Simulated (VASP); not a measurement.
# Cd (I4/mmm) in VASP: notebook

Runs on Cd. Level: PBEsol. Tasks: single point.

All numbers are computed with VASP 6.6.1; they aren't measurements. Logs are shortened: lines on timing, memory, paths and dates and some standing lists are left out, and cuts for length are marked.

**1. Starting point**

The structure is tetragonal, space group I4/mmm (No. 139). The conventional cell has a = 2.952 Å, b = 2.952 Å, c = 5.010 Å, α = 90.00°, β = 90.00°, γ = 90.00°. Cd (site symmetry 4/mmm) is surrounded by 12 Cd at 2.95 to 3.26 Å.

This isn't the form of Cd at room conditions, which is hcp.

**2. Single point, PBEsol**

Input file INCAR:

```
SYSTEM = Cd
  PREC = Accurate
  ENCUT = 520
  EDIFF = 1E-6
  ISMEAR = 0
  SIGMA = 0.15
  LREAL = .FALSE.
  LASPH = .TRUE.
  NELM = 60
  ALGO = Fast
  ISIF = 2
  LWAVE = .FALSE.
  LCHARG = .FALSE.
  GGA = PS
  NBANDS = 12
```

Input file KPOINTS:

```
regular mesh
0
G
  20 20 20
  0 0 0
```

Input file POSCAR:

```
Cd
1.0
    0.0000000000      2.0873588322      2.5048305986
    2.0873588322      0.0000000000      2.5048305986
    2.0873588322      2.0873588322      0.0000000000
Cd
1
Direct
    0.0000000000      0.0000000000      0.0000000000
```

Potentials or basis: VASP PAW PBE potentials, release 64 (Cd).

Command:

```
$ cat potpaw_PBE.64/Cd/POTCAR > POTCAR
$ mpirun -np 1 vasp_std > vasp.out
```

OUTCAR:

```text
SYSTEM = Cd
   PREC = Accurate
   ENCUT = 520
   EDIFF = 1E-6
   ISMEAR = 0
   LREAL = .FALSE.
   LASPH = .TRUE.
   NELM = 60
   ISIF = 2
   GGA = PS

 ion  position               nearest neighbor table
   1  0.000  0.000  0.000-

  LATTYP: Found a body centered tetragonal cell.
 ALAT       =     2.9519711700
 C/A-ratio  =     1.6970562748

  Lattice vectors:

 A1 = (  -2.0873588322,   0.0000000000,   2.5048305986)
 A2 = (   2.0873588322,   0.0000000000,   2.5048305986)
 A3 = (   0.0000000000,   2.0873588322,  -2.5048305986)

Analysis of symmetry for initial positions (statically):
=====================================================================
 Subroutine PRICEL returns:
 Original cell was already a primitive cell.

 Routine SETGRP: Setting up the symmetry group for a
 body centered tetragonal supercell.

 Subroutine GETGRP returns: Found 16 space group operations
 (whereof 16 operations were pure point group operations)
 out of a pool of 16 trial point group operations.

The static configuration has the point symmetry D_4h.

Analysis of symmetry for dynamics (positions and initial velocities):
=====================================================================
 Subroutine PRICEL returns:
 Original cell was already a primitive cell.

 Routine SETGRP: Setting up the symmetry group for a
 body centered tetragonal supercell.

 Subroutine GETGRP returns: Found 16 space group operations
 (whereof 16 operations were pure point group operations)
 out of a pool of 16 trial point group operations.

The dynamic configuration has the point symmetry D_4h.

 Subroutine INISYM returns: Found 16 space group operations
 (whereof 16 operations are pure point group operations),
 and found     1 'primitive' translations

----------------------------------------------------------------------------------------

                                     Primitive cell

  volume of cell :      21.8274

  direct lattice vectors                    reciprocal lattice vectors
     0.000000000  2.087358832  2.504830599    -0.239537157  0.239537157  0.199614297
     2.087358832  0.000000000  2.504830599     0.239537157 -0.239537157  0.199614297
     2.087358832  2.087358832  0.000000000     0.239537157  0.239537157 -0.199614297

  length of vectors
     3.260558729  3.260558729  2.951971170     0.393194566  0.393194566  0.393194566

  position of ions in fractional coordinates (direct lattice)
     0.000000000  0.000000000  0.000000000

  ion indices of the primitive-cell ions
   primitive index   ion index
                 1           1

[... 81 lines left out ...]
   PSTRESS=    0.0 pullay stress
   NELECT =      12.0000    total number of electrons
   NUPDOWN=      -1.0000    fix difference up-down
   EMIN   =  10.00;   EMAX   =-10.00  energy-range for DOS
   EFERMI =   0.00;   METHOD = LEGACY
   ISMEAR =     0;   SIGMA  =   0.15  broadening in eV -4-tet -1-fermi 0-gaus
   EFERMI_NEDOS =   21; number of points for ismear=-14 and -15
   IALGO  =     68    algorithm
   IMIX   =      4    mixing-type and parameters
     AMIX     =   0.40;   BMIX     =  1.00
     AMIX_MAG =   1.60;   BMIX_MAG =  1.00
  volume/ion in A,a.u.               =      21.83       147.30
  Fermi-wavevector in a.u.,A,eV,Ry     =   1.341120  2.534350 24.471486  1.798604
  Thomas-Fermi vector in A             =   2.469379
   LORBIT       =      0    0 simple, 1 ext, 2 COOP (PROOUT), +10 PAW based schemes
   GGA     = PS    functional components
   LHFCALC =     F    Hartree Fock is set to
   AEXX    =    0.0000 exact exchange contribution
   IVDW    =     0    specifies the selected vdW correction
   LEPSILON=     F    determine dielectric tensor
   LRPA    =     F    only Hartree local field effects (RPA)
 non-spin polarized calculation
 RMM-DIIS sequential band-by-band and
 Gauss-broadening in eV      SIGMA  =   0.15
  energy-cutoff  :      520.00
  volume of cell :       21.83
 maximum number of plane-waves:       613
   NGX = 13   NGY = 13   NGZ = 11

 number of electron      12.0000005 magnetization

 Free energy of the ion-electron system (eV)
  ---------------------------------------------------
  ext. energy  EPLUGINS =         0.00000000
  ---------------------------------------------------
  free energy    TOTEN  =        -1.13022387 eV

  energy without entropy =       -1.12565982  energy(sigma->0) =       -1.12794184

 E-fermi :   2.6496     XC(G=0): -11.1568

 val. band max:        2.6453415480   @ k =  -0.4000   0.4000   0.0500
 cond. band min:       2.6508150338   @ k =  -0.3000   0.3500   0.0500
 fundamental gap:      0.0054734858
 Fermi energy:         2.6495715547

 k-point     1 :       0.0000    0.0000    0.0000
  band No.  band energies     occupation
      1      -6.8561      2.00000
      2      -6.3471      2.00000
      3      -6.1727      2.00000
      4      -6.1727      2.00000
      5      -6.1145      2.00000
      6      -5.6950      2.00000
      7      16.9654      0.00000
      8      17.7419      0.00000
      9      17.7419      0.00000
     10      18.0080      0.00000
     11      18.4687      0.00000
     12      21.1046      0.00000
[... 331 lines left out ...]
 k-point    24 :      -0.3500    0.0500    0.0000
  band No.  band energies     occupation
      1      -6.8344      2.00000
      2      -6.6352      2.00000
      3      -6.1306      2.00000
      4      -5.7547      2.00000
      5      -5.6533      2.00000
      6      -2.1176      2.00000
      7       4.7747      0.00000
      8      11.8187      0.00000
      9      17.1672      0.00000
     10      17.9071      0.00000
     11      18.0558      0.00000
     12      21.2519      0.00000

 [... further k-points ...]

------------------------ aborting loop because EDIFF is reached ----------------------------------------

  FORCE on cell =-STRESS in cart. coord.  units (eV):
  Direction    XX          YY          ZZ          XY          YZ          ZX
  --------------------------------------------------------------------------------------
  -------------------------------------------------------------------------------------
  Total        0.1858512      0.1858512     -0.4276148      0.0000000     -0.0000000      0.0000000
  in kB       13.6418518     13.6418518    -31.3877860      0.0000000     -0.0000000      0.0000000
  external PRESSURE =      -1.3680275 kB  Pullay stress =       0.0000000 kB

 VOLUME and BASIS-vectors are now :
 -----------------------------------------------------------------------------
  energy-cutoff  :      520.00
  volume of cell :       21.83
      direct lattice vectors                 reciprocal lattice vectors
     0.000000000  2.087358832  2.504830599    -0.239537157  0.239537157  0.199614297
     2.087358832  0.000000000  2.504830599     0.239537157 -0.239537157  0.199614297
     2.087358832  2.087358832  0.000000000     0.239537157  0.239537157 -0.199614297

 POSITION                                       TOTAL-FORCE (eV/Angst)
 -----------------------------------------------------------------------------------
      0.00000      0.00000      0.00000         0.000000      0.000000      0.000000
 -----------------------------------------------------------------------------------
    total drift:                                0.000000      0.000000      0.000000

  FREE ENERGIE OF THE ION-ELECTRON SYSTEM (eV)
  ---------------------------------------------------
  free  energy   TOTEN  =        -1.1302238651 eV

  energy  without entropy=       -1.1256598242  energy(sigma->0) =       -1.12794184
```

Wall time 95 s (1 thread of Intel Xeon Platinum 8488C (Sapphire Rapids), shared host); peak memory 0.27 GiB.

Results:

```yaml
Free_energy: -1.1302 eV
Pressure: -0.1 GPa
Band_gap_on_the_k_mesh: none (metal or under the smearing width)
```

Caveat: the PAW data sets were made with another functional, which shifts forces and pressure a little.

**3. Single point, PBEsol**

This run uses another cell than the first one, of the same volume but with other edges.

Input file INCAR:

```
PREC = Accurate
ENCUT = 520
EDIFF = 1E-6
ISMEAR = 0
SIGMA = 0.15
LREAL = F
LASPH = T
NELM = 80
ALGO = Fast
ISIF = 2
LWAVE = F
LCHARG = T
GGA = PS
LELF = T
LVHAR = T
NBANDS = 12
```

Input file KPOINTS:

```
regular mesh
0
Gamma
  20 20 20
```

Input file POSCAR:

```
Cd
1.0
    0.0000000000      2.3416279180      1.9903837303
    2.3416279180      0.0000000000      1.9903837303
    2.3416279180      2.3416279180      0.0000000000
Cd
1
Direct
    0.0000000000      0.0000000000      0.0000000000
```

Potentials or basis: VASP PAW PBE potentials, release 64 (Cd).

Command:

```
$ cat potpaw_PBE.64/Cd/POTCAR > POTCAR
$ mpirun -np 1 vasp_std > vasp.out
```

OUTCAR:

```text
PREC = Accurate
   ENCUT = 520
   EDIFF = 1E-6
   ISMEAR = 0
   LREAL = F
   LASPH = T
   NELM = 80
   ISIF = 2
   GGA = PS

 ion  position               nearest neighbor table
   1  0.000  0.000  0.000-

  LATTYP: Found a body centered tetragonal cell.
 ALAT       =     3.3115619597
 C/A-ratio  =     1.2020815280

  Lattice vectors:

 A1 = (   0.0000000000,  -2.3416279180,  -1.9903837303)
 A2 = (   0.0000000000,   2.3416279180,  -1.9903837303)
 A3 = (   2.3416279180,   0.0000000000,   1.9903837303)

Analysis of symmetry for initial positions (statically):
=====================================================================
 Subroutine PRICEL returns:
 Original cell was already a primitive cell.

 Routine SETGRP: Setting up the symmetry group for a
 body centered tetragonal supercell.

 Subroutine GETGRP returns: Found 16 space group operations
 (whereof 16 operations were pure point group operations)
 out of a pool of 16 trial point group operations.

The static configuration has the point symmetry D_4h.

Analysis of symmetry for dynamics (positions and initial velocities):
[... 172 lines left out ...]
      5      -6.0971      2.00000
      6      -5.7914      2.00000
      7      16.9048      0.00000
      8      17.8013      0.00000
      9      17.8013      0.00000
     10      17.8404      0.00000
     11      20.8647      0.00000
     12      21.4061      0.00000
[... 331 lines left out ...]
 k-point    24 :      -0.3500    0.0500    0.0000
  band No.  band energies     occupation
      1      -6.8103      2.00000
      2      -6.5697      2.00000
      3      -6.1618      2.00000
      4      -5.7583      2.00000
      5      -5.6859      2.00000
      6      -2.4330      2.00000
      7       5.2615      0.00000
      8      14.2943      0.00000
      9      14.6327      0.00000
     10      16.8505      0.00000
     11      17.9899      0.00000
     12      18.8558      0.00000

 [... further k-points ...]

------------------------ aborting loop because EDIFF is reached ----------------------------------------

  FORCE on cell =-STRESS in cart. coord.  units (eV):
  Direction    XX          YY          ZZ          XY          YZ          ZX
  --------------------------------------------------------------------------------------
  -------------------------------------------------------------------------------------
  Total       -0.3256649     -0.3256649      0.0651330      0.0000000     -0.0000000     -0.0000000
  in kB      -23.9044599    -23.9044599      4.7808901      0.0000000     -0.0000000     -0.0000000
  external PRESSURE =     -14.3426766 kB  Pullay stress =       0.0000000 kB

 VOLUME and BASIS-vectors are now :
 -----------------------------------------------------------------------------
  energy-cutoff  :      520.00
  volume of cell :       21.83
      direct lattice vectors                 reciprocal lattice vectors
     0.000000000  2.341627918  1.990383730    -0.213526665  0.213526665  0.251207841
     2.341627918  0.000000000  1.990383730     0.213526665 -0.213526665  0.251207841
     2.341627918  2.341627918  0.000000000     0.213526665  0.213526665 -0.251207841

 POSITION                                       TOTAL-FORCE (eV/Angst)
 -----------------------------------------------------------------------------------
      0.00000      0.00000      0.00000         0.000000     -0.000000      0.000000
 -----------------------------------------------------------------------------------
    total drift:                               -0.000000     -0.000000     -0.000000

  FREE ENERGIE OF THE ION-ELECTRON SYSTEM (eV)
  ---------------------------------------------------
  free  energy   TOTEN  =        -1.1607942673 eV

  energy  without entropy=       -1.1575724508  energy(sigma->0) =       -1.15918336
```

stdout:

```text
POSCAR found type information on POSCAR Cd
 POSCAR found :  1 types and       1 ions
 scaLAPACK will be used
 -----------------------------------------------------------------------------
|                                                                             |
|                                                                             |
|     You enforced a specific xc type in the INCAR file but a different       |
|     I HOPE YOU KNOW WHAT YOU ARE DOING!                                     |
|                                                                             |
 -----------------------------------------------------------------------------

 LDA part: xc-table for (Slater+PW92), standard interpolation
 POSCAR, INCAR and KPOINTS ok, starting setup
 FFT: planning ... GRIDC
 FFT: planning ... GRID_SOFT
 FFT: planning ... GRID
 WAVECAR not read
 entering main loop
```

Wall time 2.2 min (1 thread of Intel Xeon Platinum 8488C (Sapphire Rapids), shared host); peak memory 0.27 GiB.

What came out:

| Quantity | Value |
| --- | --- |
| Free energy | -1.1608 eV |
| Pressure | -1.4 GPa |
| Band gap on the k mesh | none (metal or under the smearing width) |

Stress tensor (GPa, compression positive):
```
-2.39  0.00  0.00
 0.00 -2.39  0.00
 0.00  0.00  0.48
```

Caveat: the PAW data sets were made with another functional, which shifts forces and pressure a little.

**4. Single point, PBEsol**

This run uses another cell than the first one, of the same volume but with other edges.

Input file INCAR:

```
SYSTEM = Cd
PREC = Accurate
ENCUT = 520
EDIFF = 1E-6
ISMEAR = 0
SIGMA = 0.15
LREAL = .False.
LASPH = .True.
NELM = 80
ALGO = Fast
ISIF = 2
LWAVE = .False.
LCHARG = .False.
GGA = PS
NBANDS = 12
```

Input file KPOINTS:

```
Automatic mesh
0
Gamma
  20 20 20
  0 0 0
```

Input file POSCAR:

```
Cd
1.0
    0.0000000000      2.4096797516      1.8795502063
    2.4096797516      0.0000000000      1.8795502063
    2.4096797516      2.4096797516      0.0000000000
Cd
1
Direct
    0.0000000000      0.0000000000      0.0000000000
```

Potentials or basis: VASP PAW PBE potentials, release 64 (Cd).

Command:

```
$ cat potpaw_PBE.64/Cd/POTCAR > POTCAR
$ mpirun -np 1 vasp_std > vasp.out
```

OUTCAR:

```text
SYSTEM = Cd
   PREC = Accurate
   ENCUT = 520
   EDIFF = 1E-6
   ISMEAR = 0
   LREAL = .False.
   LASPH = .True.
   NELM = 80
   ISIF = 2
   GGA = PS

 ion  position               nearest neighbor table
   1  0.000  0.000  0.000-

  LATTYP: Found a body centered tetragonal cell.
 ALAT       =     3.4078017857
 C/A-ratio  =     1.1030865787

  Lattice vectors:

 A1 = (   0.0000000000,  -2.4096797516,  -1.8795502063)
 A2 = (   0.0000000000,   2.4096797516,  -1.8795502063)
[... 542 lines left out ...]

 [... further k-points ...]

------------------------ aborting loop because EDIFF is reached ----------------------------------------

  FORCE on cell =-STRESS in cart. coord.  units (eV):
  Direction    XX          YY          ZZ          XY          YZ          ZX
  --------------------------------------------------------------------------------------
  -------------------------------------------------------------------------------------
  Total       -0.2539167     -0.2539167      0.0568324      0.0000000      0.0000000      0.0000000
  in kB      -18.6379964    -18.6379964      4.1716149      0.0000000      0.0000000      0.0000000
  external PRESSURE =     -11.0347926 kB  Pullay stress =       0.0000000 kB

 VOLUME and BASIS-vectors are now :
 -----------------------------------------------------------------------------
  energy-cutoff  :      520.00
  volume of cell :       21.83
      direct lattice vectors                 reciprocal lattice vectors
     0.000000000  2.409679752  1.879550206    -0.207496452  0.207496452  0.266021093
     2.409679752  0.000000000  1.879550206     0.207496452 -0.207496452  0.266021093
     2.409679752  2.409679752  0.000000000     0.207496452  0.207496452 -0.266021093

 POSITION                                       TOTAL-FORCE (eV/Angst)
 -----------------------------------------------------------------------------------
      0.00000      0.00000      0.00000         0.000000     -0.000000      0.000000
 -----------------------------------------------------------------------------------
    total drift:                               -0.000000     -0.000000      0.000000

  FREE ENERGIE OF THE ION-ELECTRON SYSTEM (eV)
  ---------------------------------------------------
  free  energy   TOTEN  =        -1.1378052477 eV

  energy  without entropy=       -1.1334649108  energy(sigma->0) =       -1.13563508
```

Run time: 66 s. Hardware: 1 thread of Intel Xeon Platinum 8488C (Sapphire Rapids), shared host; peak memory 0.27 GiB.

Results:

```yaml
Free_energy: -1.1378 eV
Pressure: -1.1 GPa
Band_gap_on_the_k_mesh: none (metal or under the smearing width)
```

Stress tensor (GPa, compression positive):
```
-1.86  0.00  0.00
 0.00 -1.86  0.00
 0.00  0.00  0.42
```

Caveat: the PAW data sets were made with another functional, which shifts forces and pressure a little.
